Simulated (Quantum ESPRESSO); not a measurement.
Set up this calculation in Quantum ESPRESSO 7.5, as an ASE script.

- Task: single point
- Functional: PBEsol
- Potentials or basis: SSSP 1.3 efficiency PBE
- Cutoff: 748 eV
- Density cutoff: 5987 eV
- k mesh: 9 × 9 × 9
- Occupations: fermi-dirac, width 0.05 eV
- Spin: collinear spin, ferromagnetic start
- Starting moments: [1.0] μB
- Mixing beta: 0.3
- Most SCF iterations: 120
- SCF threshold: 2e-10 Ry

The structure of Yb lies in Yb.cif:

```cif
data_Yb
_cell_length_a 4.30296600
_cell_length_b 4.30296600
_cell_length_c 4.30296600
_cell_angle_alpha 90.00000000
_cell_angle_beta 90.00000000
_cell_angle_gamma 90.00000000
_space_group_name_H-M_alt 'Im-3m'
_space_group_name_Hall '-I 4 2 3'
_space_group_IT_number 229
loop_
_space_group_symop_operation_xyz
'x,y,z'
'-x,-y,-z'
'-y,x,z'
'y,-x,-z'
'-x,-y,z'
'x,y,-z'
'y,-x,z'
'-y,x,-z'
'x,-y,-z'
'-x,y,z'
'-y,-x,-z'
'y,x,z'
'-x,y,-z'
'x,-y,z'
'y,x,-z'
'-y,-x,z'
'z,x,y'
'-z,-x,-y'
'z,-y,x'
'-z,y,-x'
'z,-x,-y'
'-z,x,y'
'z,y,-x'
'-z,-y,x'
'-z,x,-y'
'z,-x,y'
'-z,-y,-x'
'z,y,x'
'-z,-x,y'
'z,x,-y'
'-z,y,x'
'z,-y,-x'
'y,z,x'
'-y,-z,-x'
'x,z,-y'
'-x,-z,y'
'-y,z,-x'
'y,-z,x'
'-x,z,y'
'x,-z,-y'
'-y,-z,x'
'y,z,-x'
'-x,-z,-y'
'x,z,y'
'y,-z,-x'
'-y,z,x'
'x,-z,y'
'-x,z,-y'
'x+1/2,y+1/2,z+1/2'
'-x+1/2,-y+1/2,-z+1/2'
'-y+1/2,x+1/2,z+1/2'
'y+1/2,-x+1/2,-z+1/2'
'-x+1/2,-y+1/2,z+1/2'
'x+1/2,y+1/2,-z+1/2'
'y+1/2,-x+1/2,z+1/2'
'-y+1/2,x+1/2,-z+1/2'
'x+1/2,-y+1/2,-z+1/2'
'-x+1/2,y+1/2,z+1/2'
'-y+1/2,-x+1/2,-z+1/2'
'y+1/2,x+1/2,z+1/2'
'-x+1/2,y+1/2,-z+1/2'
'x+1/2,-y+1/2,z+1/2'
'y+1/2,x+1/2,-z+1/2'
'-y+1/2,-x+1/2,z+1/2'
'z+1/2,x+1/2,y+1/2'
'-z+1/2,-x+1/2,-y+1/2'
'z+1/2,-y+1/2,x+1/2'
'-z+1/2,y+1/2,-x+1/2'
'z+1/2,-x+1/2,-y+1/2'
'-z+1/2,x+1/2,y+1/2'
'z+1/2,y+1/2,-x+1/2'
'-z+1/2,-y+1/2,x+1/2'
'-z+1/2,x+1/2,-y+1/2'
'z+1/2,-x+1/2,y+1/2'
'-z+1/2,-y+1/2,-x+1/2'
'z+1/2,y+1/2,x+1/2'
'-z+1/2,-x+1/2,y+1/2'
'z+1/2,x+1/2,-y+1/2'
'-z+1/2,y+1/2,x+1/2'
'z+1/2,-y+1/2,-x+1/2'
'y+1/2,z+1/2,x+1/2'
'-y+1/2,-z+1/2,-x+1/2'
'x+1/2,z+1/2,-y+1/2'
'-x+1/2,-z+1/2,y+1/2'
'-y+1/2,z+1/2,-x+1/2'
'y+1/2,-z+1/2,x+1/2'
'-x+1/2,z+1/2,y+1/2'
'x+1/2,-z+1/2,-y+1/2'
'-y+1/2,-z+1/2,x+1/2'
'y+1/2,z+1/2,-x+1/2'
'-x+1/2,-z+1/2,-y+1/2'
'x+1/2,z+1/2,y+1/2'
'y+1/2,-z+1/2,-x+1/2'
'-y+1/2,z+1/2,x+1/2'
'x+1/2,-z+1/2,y+1/2'
'-x+1/2,z+1/2,-y+1/2'
loop_
_atom_site_label
_atom_site_type_symbol
_atom_site_symmetry_multiplicity
_atom_site_Wyckoff_symbol
_atom_site_fract_x
_atom_site_fract_y
_atom_site_fract_z
_atom_site_occupancy
Yb1 Yb 2 a 0.0000000000 0.0000000000 0.0000000000 1
```

This isn't the form of Yb at room conditions, which is fcc.

These files were run (other wordings do the same):

run.py

```python
import numpy as np
from ase.calculators.espresso import Espresso, EspressoProfile
import spglib
from ase import Atoms
from ase.io import read

atoms = read('Yb.cif')
cell, pos, num = spglib.standardize_cell((atoms.cell[:], atoms.get_scaled_positions(), atoms.numbers), to_primitive=True, symprec=1e-4)
atoms = Atoms(numbers=num, cell=cell, scaled_positions=pos, pbc=True)
start = {'Yb': 1.0}
atoms.set_initial_magnetic_moments([start[e] for e in atoms.get_chemical_symbols()])

input_data = {
    'control': {'calculation': 'scf', 'prefix': 'pwscf', 'outdir': './tmp', 'tprnfor': True, 'tstress': True, 'disk_io': 'nowf'},
    'system': {'ecutwfc': 55.0, 'ecutrho': 440.0, 'nbnd': 22, 'input_dft': 'pbesol', 'occupations': 'smearing', 'smearing': 'fd', 'degauss': 0.00367493, 'nspin': 2},
    'electrons': {'conv_thr': 2e-10, 'electron_maxstep': 120, 'mixing_beta': 0.3},
}
pseudopotentials = {'Yb': 'Yb.paw.z_24.atompaw.wentzcovitch.v1.2.upf'}
profile = EspressoProfile(command='mpirun -n 2 pw.x -nk 2', pseudo_dir='pseudo')
dft = Espresso(profile=profile, input_data=input_data, pseudopotentials=pseudopotentials, kpts=(9, 9, 9), koffset=(0, 0, 0))
atoms.calc = dft

print(f'energy {atoms.get_potential_energy():.8f} eV')
print('forces (eV/A)')
print(np.round(atoms.get_forces(), 6))
print('stress (eV/A^3, Voigt)')
print(np.round(atoms.get_stress(), 8))
print(f'Fermi level {dft.get_fermi_level():.4f} eV')
```

Potentials or basis: SSSP 1.3 efficiency PBE.

Command:

```sh
$ OMP_NUM_THREADS=1 python run.py
```

It gave:

- Pressure: -4.2 GPa
- Band gap on the k mesh: none (metal or under the smearing width)
- Net moment: 0.00 μB per cell
- Absolute moment: 0.00 μB per cell
- Valence electrons inside the program's atomic spheres: Yb 22.73

Caveat: the potentials were made for another functional, which shifts forces and pressure; spin-orbit coupling is left out, which moves the levels of the heavy elements.

Run time: 2.7 min on 2 MPI ranks on Arm Neoverse V1, on a shared host, peak memory 0.56 GiB a rank.
